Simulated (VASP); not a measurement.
Input of a VASP 6.6.1 run:

Contents of POSCAR:

```
Li2O
1.0
   -0.0000000000      2.2437556415      2.2437556415
    2.2437556415      0.0000000000      2.2437556415
    2.2437556415      2.2437556415     -0.0000000000
  Li              O
     2     1
Direct
     0.2500000000000000    0.2500000000000000    0.2500000000000000
     0.7500000000000000    0.7500000000000000    0.7500000000000000
     0.0000000000000000    0.0000000000000000    0.0000000000000000
```

INCAR.step1

```
ALGO = Fast
EDIFF = 1E-8
EDIFFG = -0.002
ENCUT = 600
GGA = CA
IBRION = 2
ISIF = 3
ISMEAR = 0
KPAR = 2
LASPH = True
LCHARG = False
LREAL = False
LWAVE = False
NELM = 80
NSW = 40
PREC = Accurate
SIGMA = 0.03
```

File INCAR.step2:

```
ALGO = Fast
EDIFF = 1E-8
ENCUT = 600
GGA = CA
IBRION = 6
ISIF = 2
ISMEAR = 0
KPAR = 2
LASPH = True
LCHARG = False
LREAL = False
LWAVE = False
NELM = 80
NFREE = 2
NSW = 1
POTIM = 0.015
PREC = Accurate
SIGMA = 0.03
```

The input KPOINTS:

```
k-points
0
Gamma
  10 10 10
```

Potentials or basis: VASP PAW LDA potentials, release 64 (Li_sv, O).

The run is started by

```console
$ cat potpaw_LDA.64/Li_sv/POTCAR potpaw_LDA.64/O/POTCAR > POTCAR
$ cp INCAR.step1 INCAR
$ mpirun -np 2 vasp_std > vasp.out
$ cp CONTCAR POSCAR
$ cp INCAR.step2 INCAR
$ mpirun -np 2 vasp_std > vasp.out
```

(1) Predict the highest phonon frequency at Γ, LO-TO splitting left out.

(2) What does it give for the relaxed cell?

(3) Predict the relaxed volume.

## Answers

(1) 564 cm⁻¹.

(2) a = 3.174 Å, b = 3.174 Å, c = 3.174 Å, α = 60.00°, β = 60.00°, γ = 60.00°.

(3) 7.53 Å³/atom.

Caveat: the cutoff is under 1.25 times the usual one of these potentials, so pressure, stress and relaxed cells hold a basis-set (Pulay) error.
